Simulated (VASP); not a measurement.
# CsI (Pm-3m) in VASP: notebook

The runs below take CsI through single point, with PBEsol.

Everything below comes from runs of VASP 6.6.1. Logs are shortened: lines on timing, memory, paths and dates and some standing lists are left out, and cuts for length are marked.

### 1 The crystal as given

Symmetry: Pm-3m, No. 221, cubic system. The conventional cell has a = 4.567 Å, b = 4.567 Å, c = 4.567 Å, α = 90.00°, β = 90.00°, γ = 90.00°. Cs (site symmetry m-3m) is surrounded by 8 I at 3.95 Å. I (site symmetry m-3m) has 8 Cs at 3.95 Å as nearest neighbours.

### 2 Single point, PBEsol

Contents of INCAR:

```
SYSTEM = CsI
  PREC = Accurate
  ENCUT = 520
  EDIFF = 1E-6
  ISMEAR = 0
  SIGMA = 0.01
  LREAL = .False.
  LASPH = .True.
  NELM = 100
  ALGO = Fast
  ISIF = 2
  LWAVE = .False.
  LCHARG = .False.
  GGA = PS
  NBANDS = 15
```

Contents of KPOINTS:

```
regular mesh
0
Gamma
  3 3 3
  0 0 0
```

Contents of POSCAR:

```
CsI
1.0
    4.5667000000      0.0000000000      0.0000000000
    0.0000000000      4.5667000000      0.0000000000
    0.0000000000      0.0000000000      4.5667000000
Cs I
1 1
Direct
    0.0000000000      0.0000000000      0.0000000000
    0.5000000000      0.5000000000      0.5000000000
```

Potentials or basis: VASP PAW PBE potentials, release 64 (Cs_sv, I).

On the command line:

```bash
$ cat potpaw_PBE.64/Cs_sv/POTCAR potpaw_PBE.64/I/POTCAR > POTCAR
$ mpirun -np 1 vasp_std > vasp.out
```

OUTCAR:

```text
SYSTEM = CsI
   PREC = Accurate
   ENCUT = 520
   EDIFF = 1E-6
   ISMEAR = 0
   LREAL = .False.
   LASPH = .True.
   NELM = 100
   ISIF = 2
   GGA = PS

 ion  position               nearest neighbor table
   1  0.000  0.000  0.000-
   2  0.500  0.500  0.500-

  LATTYP: Found a simple cubic cell.
 ALAT       =     4.5667000000

  Lattice vectors:

 A1 = (   4.5667000000,   0.0000000000,   0.0000000000)
 A2 = (   0.0000000000,   4.5667000000,   0.0000000000)
 A3 = (   0.0000000000,   0.0000000000,   4.5667000000)

Analysis of symmetry for initial positions (statically):
=====================================================================
 Subroutine PRICEL returns:
 Original cell was already a primitive cell.

 Routine SETGRP: Setting up the symmetry group for a
 simple cubic supercell.

 Subroutine GETGRP returns: Found 48 space group operations
 (whereof 48 operations were pure point group operations)
 out of a pool of 48 trial point group operations.

The static configuration has the point symmetry O_h .

Analysis of symmetry for dynamics (positions and initial velocities):
=====================================================================
 Subroutine PRICEL returns:
 Original cell was already a primitive cell.

 Routine SETGRP: Setting up the symmetry group for a
 simple cubic supercell.

 Subroutine GETGRP returns: Found 48 space group operations
 (whereof 48 operations were pure point group operations)
 out of a pool of 48 trial point group operations.

The dynamic configuration has the point symmetry O_h .

 Subroutine INISYM returns: Found 48 space group operations
 (whereof 48 operations are pure point group operations),
 and found     1 'primitive' translations

----------------------------------------------------------------------------------------

                                     Primitive cell

  volume of cell :      95.2374

  direct lattice vectors                    reciprocal lattice vectors
     4.566700000  0.000000000  0.000000000     0.218976504  0.000000000  0.000000000
     0.000000000  4.566700000  0.000000000     0.000000000  0.218976504  0.000000000
     0.000000000  0.000000000  4.566700000     0.000000000  0.000000000  0.218976504

  length of vectors
     4.566700000  4.566700000  4.566700000     0.218976504  0.218976504  0.218976504

  position of ions in fractional coordinates (direct lattice)
     0.000000000  0.000000000  0.000000000
     0.500000000  0.500000000  0.500000000

  ion indices of the primitive-cell ions
   primitive index   ion index
                 1           1
                 2           2

----------------------------------------------------------------------------------------

 KPOINTS: regular mesh

Automatic generation of k-mesh.
 Grid dimensions read from file:
 generate k-points for:    3    3    3

 Generating k-lattice:

  Cartesian coordinates                     Fractional coordinates (reciprocal lattice)
     0.072992168  0.000000000  0.000000000     0.333333333  0.000000000  0.000000000
     0.000000000  0.072992168  0.000000000     0.000000000  0.333333333  0.000000000
     0.000000000  0.000000000  0.072992168     0.000000000  0.000000000  0.333333333

  Length of vectors
     0.072992168  0.072992168  0.072992168

  Shift w.r.t. Gamma in fractional coordinates (k-lattice)
     0.000000000  0.000000000  0.000000000

 Subroutine IBZKPT returns following result:
 ===========================================

 Found      4 irreducible k-points:

 Following reciprocal coordinates:
            Coordinates               Weight
  0.000000  0.000000  0.000000      1.000000
  0.333333  0.000000  0.000000      6.000000
  0.333333  0.333333  0.000000     12.000000
  0.333333  0.333333  0.333333      8.000000
   k-points           NKPTS =      4   k-points in BZ     NKDIM =      4   number of bands    NBANDS=     15
   number of dos      NEDOS =    301   number of ions     NIONS =      2
   total plane-waves  NPLWV =  46656
   dimension x,y,z NGX =    36 NGY =   36 NGZ =   36
   dimension x,y,z NGXF=    72 NGYF=   72 NGZF=   72
   ions per type =               1   1
   NGX,Y,Z   is equivalent  to a cutoff of  13.11, 13.11, 13.11 a.u.
   NGXF,Y,Z  is equivalent  to a cutoff of  26.21, 26.21, 26.21 a.u.
 SYSTEM =  CsI
   PREC   = accura    normal or accurate (medium, high low for compatibility)
   ISTART =      0    job   : 0-new  1-cont  2-samecut
   ICHARG =      2    charge: 1-file 2-atom 10-const
   ISPIN  =      1    spin polarized calculation?
   LNONCOLLINEAR =      F non collinear calculations
   LSORBIT =      F    spin-orbit coupling
   LASPH  =      T    aspherical Exc in radial PAW
   ENCUT  =  520.0 eV  38.22 Ry    6.18 a.u.   8.49  8.49  8.49*2*pi/ulx,y,z
   NELM   =    100;   NELMIN=  2; NELMDL= -5     # of ELM steps
   EDIFF  = 0.1E-05   stopping-criterion for ELM
   LREAL  =      F    real-space projection
   EDIFFG = 0.1E-04   stopping-criterion for IOM
   NSW    =      0    number of steps for IOM
   IBRION =     -1    ionic relax: 0-MD 1-quasi-New 2-CG
   NFREE  =      0    steps in history (QN), initial steepest desc. (CG)
   ISIF   =      2    stress and relaxation
   ISYM   =      2    0-nonsym 1-usesym 2-fastsym
   POTIM  = 0.5000    time-step for ionic-motion
   TEBEG  =    0.0;   TEEND  =   0.0 temperature during run
   PSTRESS=    0.0 pullay stress
   NELECT =      16.0000    total number of electrons
   NUPDOWN=      -1.0000    fix difference up-down
   EMIN   =  10.00;   EMAX   =-10.00  energy-range for DOS
   EFERMI =   0.00;   METHOD = LEGACY
   ISMEAR =     0;   SIGMA  =   0.01  broadening in eV -4-tet -1-fermi 0-gaus
   EFERMI_NEDOS =   21; number of points for ismear=-14 and -15
   IALGO  =     68    algorithm
   IMIX   =      4    mixing-type and parameters
     AMIX     =   0.40;   BMIX     =  1.00
     AMIX_MAG =   1.60;   BMIX_MAG =  1.00
  volume/ion in A,a.u.               =      47.62       321.35
  Fermi-wavevector in a.u.,A,eV,Ry     =   0.903328  1.707043 11.102385  0.816002
  Thomas-Fermi vector in A             =   2.026641
   LORBIT       =      0    0 simple, 1 ext, 2 COOP (PROOUT), +10 PAW based schemes
   GGA     = PS    functional components
   LHFCALC =     F    Hartree Fock is set to
   AEXX    =    0.0000 exact exchange contribution
   IVDW    =     0    specifies the selected vdW correction
   LEPSILON=     F    determine dielectric tensor
   LRPA    =     F    only Hartree local field effects (RPA)
 non-spin polarized calculation
 RMM-DIIS sequential band-by-band and
 Gauss-broadening in eV      SIGMA  =   0.01
  energy-cutoff  :      520.00
  volume of cell :       95.24
 maximum number of plane-waves:      2562
 NGX is ok and might be reduce to    36
   NGX = 17   NGY = 17   NGZ = 17

 number of electron      16.0000003 magnetization

 Free energy of the ion-electron system (eV)
  ---------------------------------------------------
  ext. energy  EPLUGINS =         0.00000000
  ---------------------------------------------------
  free energy    TOTEN  =        -5.74927357 eV

  energy without entropy =       -5.74927357  energy(sigma->0) =       -5.74927357

 E-fermi :   0.6996     XC(G=0):  -7.9476

 val. band max:        0.6231521192   @ k =   0.0000   0.0000   0.0000
 cond. band min:       4.4078327884   @ k =   0.0000   0.0000   0.0000
 fundamental gap:      3.7846806693
 Fermi energy:         0.6996317622

 k-point     1 :       0.0000    0.0000    0.0000
  band No.  band energies     occupation
      1     -19.6678      2.00000
      2      -9.9760      2.00000
      3      -6.3498      2.00000
      4      -6.3498      2.00000
      5      -6.3498      2.00000
      6       0.6232      2.00000
      7       0.6232      2.00000
      8       0.6232      2.00000
      9       4.4078      0.00000
     10       4.7813      0.00000
     11       4.7813      0.00000
     12       8.4413      0.00000
     13       8.4413      0.00000
     14       8.4413      0.00000
     15      10.8654      0.00000

 k-point     2 :       0.3333    0.0000    0.0000
  band No.  band energies     occupation
      1     -19.6490      2.00000
      2      -9.9846      2.00000
      3      -6.4626      2.00000
      4      -6.3008      2.00000
      5      -6.3008      2.00000
      6      -0.5923      2.00000
      7       0.5047      2.00000
      8       0.5047      2.00000
      9       5.4115      0.00000
     10       6.1743      0.00000
     11       6.7189      0.00000
     12       8.1649      0.00000
     13       8.3761      0.00000
     14       8.3761      0.00000
     15       8.8825      0.00000

 k-point     3 :       0.3333    0.3333    0.0000
  band No.  band energies     occupation
      1     -19.6316      2.00000
      2      -9.8874      2.00000
      3      -6.6345      2.00000
      4      -6.5225      2.00000
      5      -6.2656      2.00000
      6      -0.3203      2.00000
      7      -0.0200      2.00000
      8       0.6107      2.00000
      9       5.3851      0.00000
     10       5.9265      0.00000
     11       7.0429      0.00000
     12       7.6843      0.00000
     13       7.8672      0.00000
     14       8.4446      0.00000
     15       9.6971      0.00000

 k-point     4 :       0.3333    0.3333    0.3333
  band No.  band energies     occupation
      1     -19.6151      2.00000
      2      -9.7920      2.00000
      3      -6.5571      2.00000
      4      -6.5571      2.00000
      5      -6.5482      2.00000
      6      -0.3043      2.00000
      7      -0.3043      2.00000
      8      -0.1200      2.00000
      9       6.3070      0.00000
     10       6.9941      0.00000
     11       6.9941      0.00000
     12       7.7307      0.00000
     13       8.2238      0.00000
     14       8.2238      0.00000
     15      11.0871      0.00000

------------------------ aborting loop because EDIFF is reached ----------------------------------------

  FORCE on cell =-STRESS in cart. coord.  units (eV):
  Direction    XX          YY          ZZ          XY          YZ          ZX
  --------------------------------------------------------------------------------------
  -------------------------------------------------------------------------------------
  Total       -0.1830258     -0.1830258     -0.1830258      0.0000000     -0.0000000      0.0000000
  in kB       -3.0790410     -3.0790410     -3.0790410      0.0000000     -0.0000000      0.0000000
  external PRESSURE =      -3.0790410 kB  Pullay stress =       0.0000000 kB

 VOLUME and BASIS-vectors are now :
 -----------------------------------------------------------------------------
  energy-cutoff  :      520.00
  volume of cell :       95.24
      direct lattice vectors                 reciprocal lattice vectors
     4.566700000  0.000000000  0.000000000     0.218976504  0.000000000  0.000000000
     0.000000000  4.566700000  0.000000000     0.000000000  0.218976504  0.000000000
     0.000000000  0.000000000  4.566700000     0.000000000  0.000000000  0.218976504

 POSITION                                       TOTAL-FORCE (eV/Angst)
 -----------------------------------------------------------------------------------
      0.00000      0.00000      0.00000         0.000000      0.000000      0.000000
      2.28335      2.28335      2.28335         0.000000      0.000000      0.000000
 -----------------------------------------------------------------------------------
    total drift:                               -0.000000      0.000000      0.000000

  FREE ENERGIE OF THE ION-ELECTRON SYSTEM (eV)
  ---------------------------------------------------
  free  energy   TOTEN  =        -5.7492735727 eV

  energy  without entropy=       -5.7492735727  energy(sigma->0) =       -5.74927357
```

Run time: 5.7 s. Hardware: 1 thread of Intel Xeon Platinum 8488C (Sapphire Rapids), shared host; peak memory 0.19 GiB.

Results:

* Free energy: -5.7493 eV
* Pressure: -0.3 GPa
* Band gap on the k mesh: 3.78 eV, direct

Levels at points of the mesh, in eV from the valence-band top:
| k point | band 4 | band 5 | band 6 | band 7 | band 8 | band 9 | band 10 | band 11 | band 12 | band 13 |
| --- | --- | --- | --- | --- | --- | --- | --- | --- | --- | --- |
| (0.00, 0.00, 0.00) | -6.97 | -6.97 | 0.00 | 0.00 | 0.00 | 3.78 | 4.16 | 4.16 | 7.82 | 7.82 |

Caveat: the k mesh is coarse (spacing up to 0.46 Å⁻¹), so the values aren't converged; the PAW data sets were made with another functional, which shifts forces and pressure a little; spin-orbit coupling is left out, which moves the levels of the heavy elements. As with any semilocal functional, this PBEsol gap is likely too small.

### 3 Single point, PBEsol

Contents of INCAR:

```
  PREC = Accurate
  ENCUT = 520
  EDIFF = 1E-7
  ISMEAR = 0
  SIGMA = 0.01
  LREAL = False
  LASPH = True
  NELM = 100
  ALGO = Normal
  ISIF = 2
  LWAVE = False
  LCHARG = False
  GGA = PS
  NBANDS = 15
```

Contents of KPOINTS:

```
Automatic mesh
0
Gamma
  3 3 3
```

POSCAR is that of step 2.

Potentials or basis: VASP PAW PBE potentials, release 64 (Cs_sv, I).

On the command line:

```bash
$ cat potpaw_PBE.64/Cs_sv/POTCAR potpaw_PBE.64/I/POTCAR > POTCAR
$ mpirun -np 1 vasp_std > vasp.out
```

OUTCAR:

```text
PREC = Accurate
   ENCUT = 520
   EDIFF = 1E-7
   ISMEAR = 0
   LREAL = False
   LASPH = True
   NELM = 100
   ISIF = 2
   GGA = PS

 ion  position               nearest neighbor table
   1  0.000  0.000  0.000-
   2  0.500  0.500  0.500-

  LATTYP: Found a simple cubic cell.
 ALAT       =     4.5667000000

  Lattice vectors:

 A1 = (   4.5667000000,   0.0000000000,   0.0000000000)
 A2 = (   0.0000000000,   4.5667000000,   0.0000000000)
 A3 = (   0.0000000000,   0.0000000000,   4.5667000000)

Analysis of symmetry for initial positions (statically):
=====================================================================
 Subroutine PRICEL returns:
 Original cell was already a primitive cell.

 Routine SETGRP: Setting up the symmetry group for a
 simple cubic supercell.

 Subroutine GETGRP returns: Found 48 space group operations
 (whereof 48 operations were pure point group operations)
 out of a pool of 48 trial point group operations.

The static configuration has the point symmetry O_h .

Analysis of symmetry for dynamics (positions and initial velocities):
=====================================================================
 Subroutine PRICEL returns:
 Original cell was already a primitive cell.

 Routine SETGRP: Setting up the symmetry group for a
 simple cubic supercell.

 Subroutine GETGRP returns: Found 48 space group operations
 (whereof 48 operations were pure point group operations)
 out of a pool of 48 trial point group operations.

The dynamic configuration has the point symmetry O_h .

 Subroutine INISYM returns: Found 48 space group operations
 (whereof 48 operations are pure point group operations),
 and found     1 'primitive' translations

----------------------------------------------------------------------------------------

                                     Primitive cell

  volume of cell :      95.2374
[... 96 lines left out ...]
   IVDW    =     0    specifies the selected vdW correction
   LEPSILON=     F    determine dielectric tensor
   LRPA    =     F    only Hartree local field effects (RPA)
 non-spin polarized calculation
 Gauss-broadening in eV      SIGMA  =   0.01
  energy-cutoff  :      520.00
  volume of cell :       95.24
 maximum number of plane-waves:      2562
 NGX is ok and might be reduce to    36
   NGX = 17   NGY = 17   NGZ = 17

 number of electron      16.0000003 magnetization

 Free energy of the ion-electron system (eV)
  ---------------------------------------------------
  ext. energy  EPLUGINS =         0.00000000
  ---------------------------------------------------
  free energy    TOTEN  =        -5.74927357 eV

  energy without entropy =       -5.74927357  energy(sigma->0) =       -5.74927357

 E-fermi :   0.6996     XC(G=0):  -7.9477

 val. band max:        0.6231957093   @ k =   0.0000   0.0000   0.0000
 cond. band min:       4.4076837011   @ k =   0.0000   0.0000   0.0000
 fundamental gap:      3.7844879919
 Fermi energy:         0.6996089883

 k-point     1 :       0.0000    0.0000    0.0000
  band No.  band energies     occupation
      1     -19.6678      2.00000
      2      -9.9759      2.00000
      3      -6.3498      2.00000
      4      -6.3498      2.00000
      5      -6.3498      2.00000
      6       0.6232      2.00000
      7       0.6232      2.00000
      8       0.6232      2.00000
      9       4.4077      0.00000
     10       4.7811      0.00000
     11       4.7811      0.00000
     12       8.4413      0.00000
     13       8.4413      0.00000
     14       8.4413      0.00000
[... 41 lines left out ...]
      2      -9.7919      2.00000
      3      -6.5571      2.00000
      4      -6.5571      2.00000
      5      -6.5482      2.00000
      6      -0.3043      2.00000
      7      -0.3043      2.00000
      8      -0.1199      2.00000
      9       6.3069      0.00000
     10       6.9939      0.00000
     11       6.9939      0.00000
     12       7.7306      0.00000
     13       8.2238      0.00000
     14       8.2238      0.00000
     15      11.0871      0.00000

------------------------ aborting loop because EDIFF is reached ----------------------------------------

  FORCE on cell =-STRESS in cart. coord.  units (eV):
  Direction    XX          YY          ZZ          XY          YZ          ZX
  --------------------------------------------------------------------------------------
  -------------------------------------------------------------------------------------
  Total       -0.1861592     -0.1861592     -0.1861592      0.0000000      0.0000000      0.0000000
  in kB       -3.1317546     -3.1317546     -3.1317546      0.0000000      0.0000000      0.0000000
  external PRESSURE =      -3.1317546 kB  Pullay stress =       0.0000000 kB

 VOLUME and BASIS-vectors are now :
 -----------------------------------------------------------------------------
  energy-cutoff  :      520.00
  volume of cell :       95.24
      direct lattice vectors                 reciprocal lattice vectors
     4.566700000  0.000000000  0.000000000     0.218976504  0.000000000  0.000000000
     0.000000000  4.566700000  0.000000000     0.000000000  0.218976504  0.000000000
     0.000000000  0.000000000  4.566700000     0.000000000  0.000000000  0.218976504

 POSITION                                       TOTAL-FORCE (eV/Angst)
 -----------------------------------------------------------------------------------
      0.00000      0.00000      0.00000         0.000000      0.000000      0.000000
      2.28335      2.28335      2.28335         0.000000      0.000000      0.000000
 -----------------------------------------------------------------------------------
    total drift:                               -0.000000      0.000000      0.000000

  FREE ENERGIE OF THE ION-ELECTRON SYSTEM (eV)
  ---------------------------------------------------
  free  energy   TOTEN  =        -5.7492735693 eV

  energy  without entropy=       -5.7492735693  energy(sigma->0) =       -5.74927357
```

It took 5.2 s on 1 thread of Intel Xeon Platinum 8488C (Sapphire Rapids), shared host; peak memory 0.2 GiB.

Results:

```
Free energy            : -5.7493 eV
Pressure               : -0.3 GPa
Band gap on the k mesh : 3.78 eV, direct
```

Caveat: the k mesh is coarse (spacing up to 0.46 Å⁻¹), so the values aren't converged; the PAW data sets were made with another functional, which shifts forces and pressure a little; spin-orbit coupling is left out, which moves the levels of the heavy elements. A hybrid or GW would open this gap; PBEsol tends to underestimate it.
